## Placing eight Wannier functions of black phosphorus

A Wannier function is a localised orbital built from the spreading waves of a crystal. The calculation describes black phosphorus by sixteen of them, four for each of the four atoms in the cell. Eight appear here under letters, and the question is which number each carries in the full list, and what kind of orbital it is.

Wannier functions of black phosphorus (4-atom cell, space group Cmce) from GPAW 26.7.0 and Wannier90 3.1.0, with the LDA functional, PAW data sets and a 780 eV plane-wave cutoff. The k mesh is 7×7×5 for the DFT run and 4×4×4 for the Wannier functions, which were built with a frozen-window limit of 3 eV and no iterations to minimise the spread. Candidates: 14, 4, 9, 13, 10, 11, 8, 3.

| row | function a (fractional) | function b (fractional) | function c (fractional) | function spread (angstrom^2) |
| --- | --- | --- | --- | --- |
| A | 0.911 | 0.089 | 0.550 | 2.074 |
| B | 0.908 | 0.092 | 0.588 | 2.366 |
| C | 0.395 | 0.605 | 0.891 | 2.276 |
| D | 0.407 | 0.593 | 0.907 | 1.463 |
| E | 0.605 | 0.395 | 0.109 | 2.276 |
| F | 0.089 | 0.911 | 0.450 | 2.074 |
| G | 0.593 | 0.407 | 0.093 | 1.463 |
| H | 0.592 | 0.408 | 0.088 | 2.366 |

The columns function a, function b and function c give the centre of each function as fractions of the three cell edges. Function spread is the mean square distance of the function's density from that centre, so a small value means a compact orbital. The list runs atom by atom: 1–4 belong to the first atom, 5–8 to the second, 9–12 to the third and 13–16 to the fourth. The sequence of orbitals is the same on every atom.

### Sorting by position

The centres fall into clear clusters. A and B lie together, as do C and D; E, G and H form a group of three, and F stands alone. The candidate numbers divide by atom in the same way: 3 and 4, then 8 alone, then 9, 10 and 11, then 13 and 14. F must therefore be 8, and E, G and H must share the numbers 9, 10 and 11. Position alone cannot tell which of the two pairs is which.

### Sorting by spread

Symmetry supplies the next step. The four phosphorus atoms are equivalent, so an orbital on one atom has a copy of the same spread on each of the others, and the copies hold the same place in their sets of four. F is fourth on its atom, and A has the same spread, 2.074 Å². The only other fourth place among the candidates is number 4, so A is 4 and its neighbour B is 3. H shares B's spread and must also be third on its atom, which makes it 11.

Four functions remain, and they are tied in twos. D and G have the small spread of 1.463 Å², while C and E have 2.276 Å². One kind comes first on its atom and the other second, but symmetry is equally content with either order. To decide between them, one has to know what the orbitals are.

### Are these orbitals on atoms or in bonds?

Phosphorus can also be drawn with three bonds and a lone pair, which again makes four objects around each atom. Orbitals of that kind would have centres well away from the nucleus, and a bond orbital would sit near the middle of its bond. The distance between the two compact functions D and G provides a test. If both sit on atoms that are bonded to each other, their separation should be close to the P–P contact of 2.205 Å.

The first two cell edges are both 5.708 Å long and meet at 146.4°; the third, 4.544 Å long, is perpendicular to them. Between D and G, the first two coordinates change by 0.186 in opposite directions. The third changes by 0.814, which is a step of 0.186 to the nearest periodic copy. The separation follows in three lines:

- in the plane of the first two edges: 0.186 × 2 × 5.708 Å × sin 73.2° ≈ 2.03 Å
- along the third edge: 0.186 × 4.544 Å ≈ 0.85 Å
- together: √(2.03² + 0.85²) Å ≈ 2.20 Å

The estimate has no adjustable parameter and matches the contact distance closely. The atomic structure was supplied to the calculation, so the agreement locates the functions and does not test how well the theory predicts a bond length.

The broader functions are centred near the atoms as well. Their centres lie at most 0.20 Å from that of the compact function on the same atom, whereas the middle of a bond is about 1.10 Å from either nucleus. All four functions of a set are thus atomic in character, one compact and three broader. This is the pattern of a phosphorus valence shell, with one 3s and three 3p orbitals.

### Why the s-like function is the compact one

An electron in a p orbital has angular momentum, which acts as a barrier that keeps it away from the nucleus. An s electron has no such barrier. It penetrates the inner shells, feels more of the nuclear charge, and is bound more tightly and drawn inwards. In a main-group atom such as phosphorus, the valence s orbital is therefore smaller than the p orbitals of the same shell.

The compact functions D and G are accordingly s-like, and C and E are p-like. If the list takes s before p, in order of rising angular momentum, D and G come first on their atoms. This makes G 9, E 10, D 13 and C 14. These four assignments are less secure than the other four, because they rest on atomic theory and an assumed order of listing, while A, B, F and H follow from the values and the stated order of the list.

The rows with their labels:

| row | function a (fractional) | function b (fractional) | function c (fractional) | function spread (angstrom^2) |
| --- | --- | --- | --- | --- |
| 1 | 0.907 | 0.093 | 0.593 | 1.463 |
| 2 | 0.895 | 0.105 | 0.609 | 2.276 |
| 3 | 0.908 | 0.092 | 0.588 | 2.366 |
| 4 | 0.911 | 0.089 | 0.550 | 2.074 |
| 5 | 0.093 | 0.907 | 0.407 | 1.463 |
| 6 | 0.105 | 0.895 | 0.391 | 2.276 |
| 7 | 0.092 | 0.908 | 0.412 | 2.366 |
| 8 | 0.089 | 0.911 | 0.450 | 2.074 |
| 9 | 0.593 | 0.407 | 0.093 | 1.463 |
| 10 | 0.605 | 0.395 | 0.109 | 2.276 |
| 11 | 0.592 | 0.408 | 0.088 | 2.366 |
| 12 | 0.589 | 0.411 | 0.050 | 2.074 |
| 13 | 0.407 | 0.593 | 0.907 | 1.463 |
| 14 | 0.395 | 0.605 | 0.891 | 2.276 |
| 15 | 0.408 | 0.592 | 0.912 | 2.366 |
| 16 | 0.411 | 0.589 | 0.950 | 2.074 |

The labels confirm all eight assignments. In the full table, functions 1, 5, 9 and 13 are the compact ones, and each is followed by three broader functions. The identification as s and p remains an inference from size and position, though a well-founded one.

### What the crystal does to the atomic orbitals

In a free atom the three p orbitals are equal in size. Here their spreads differ, though the range among them, 0.29 Å², is only about half the step from the compact function to the next larger one, 0.61 Å². The first splitting, between s and p, is already present in the free atom. The second is expected from the surroundings, though the coarse mesh of wave vectors may contribute to its size. A phosphorus atom in this crystal has three bonded neighbours within a puckered layer and a wide gap on the other side, so the three p directions are not equivalent.

The centres respond to the same surroundings. A pure s or p orbital is centred exactly on its nucleus, but a mixture of the two has more density on one side than on the other. The site has no inversion centre to forbid such mixing, but it does have a mirror plane. The p orbitals lying in that plane can mix with s, while the one pointing across it cannot. Tails reaching onto the neighbours can shift the centre of any of them along the plane. No centre can shift across it, and all sixteen lie on such planes to the precision of the table.

The same reasoning can be tried on other crystals of main-group atoms described by s and p functions. The s-like function is expected to be the compact one where the valence s orbital of the free atom is clearly smaller than the p orbitals. In the second period the two are close in size, so the guide is weaker there. The p-like functions should resemble one another more as the surroundings become more symmetric, and at a site with full cubic symmetry all three have the same spread, provided that the calculation keeps that symmetry.

### Where the bonds have gone

Atom-centred functions do not mean that the crystal lacks covalent bonds. Each of the four atoms has three bonds, and each bond is shared by two atoms, which makes six bonds; adding one lone pair per atom gives ten electron pairs. These fill ten bands. The sixteen functions go beyond them by six, the number of antibonding partners that six bonds require.

This count explains how the two pictures fit together. Two atomic orbitals pointing at each other can be combined into a bonding and an antibonding orbital, and the two combinations can be turned back into the atomic orbitals. A set with room for both can therefore remain atomic, while a set restricted to the filled bands has too few functions for that, and in its most compact form it is expected to show bonds and lone pairs. The calculation also skipped the final step, which mixes the functions to minimise their total spread, and this helps to preserve their atomic form.

Whether the sixteen functions reproduce every filled state exactly is less certain. States up to a limit of 3 eV were held fixed when the set was chosen. The output does not say where that limit is counted from. If it is counted from the Fermi level, every filled state lies below it and was kept. If it is measured on the same energy scale as the bands, the top of the filled bands, near 5.7 eV, lies above it and was not protected.

The absolute spreads also call for some caution. They were obtained on a 4×4×4 mesh of wave vectors, and their change on a finer mesh was not tested. The program also warned that the strongly oblique cell might give wrong results. The close agreement between symmetry copies shows that the calculation is consistent, which is enough for sorting the functions, but it does not establish the accuracy of each spread. The distances and size ratios behind the assignment are printed after this section.

The analysis program printed:

```
Functions compared with the compact one of their set:
  row  distance_A  spread_ratio  rms_radius_A
    1           0             1          1.21
    2      0.1499         1.556         1.509
    3     0.02521         1.617         1.538
    4      0.2002         1.418          1.44
    5           0             1          1.21
    6      0.1499         1.556         1.509
    7     0.02521         1.617         1.538
    8      0.2002         1.418          1.44
    9           0             1          1.21
   10      0.1499         1.556         1.509
   11     0.02521         1.617         1.538
   12      0.2002         1.418          1.44
   13           0             1          1.21
   14      0.1499         1.556         1.509
   15     0.02521         1.617         1.538
   16      0.2002         1.418          1.44
Distance between compact functions 1 and 5 (angstrom): 2.201
Distance between compact functions 1 and 13, found twice by the mirror (angstrom): 2.181
Half the shortest P-P contact (angstrom): 1.103
Distance between the centres of functions 2 and 4 (angstrom): 0.3201
Step from the compact spread to the next larger one (angstrom^2): 0.611
Range among the three broader spreads (angstrom^2): 0.292
Largest departure of any centre from the mirror plane (fractional, a + b - 1): 0
Unlabelled functions near the first atom: 2
Unlabelled functions near the second atom: 1
Unlabelled functions near the third atom: 3
Unlabelled functions near the fourth atom: 2
Functions beyond the number of filled bands: 6
```
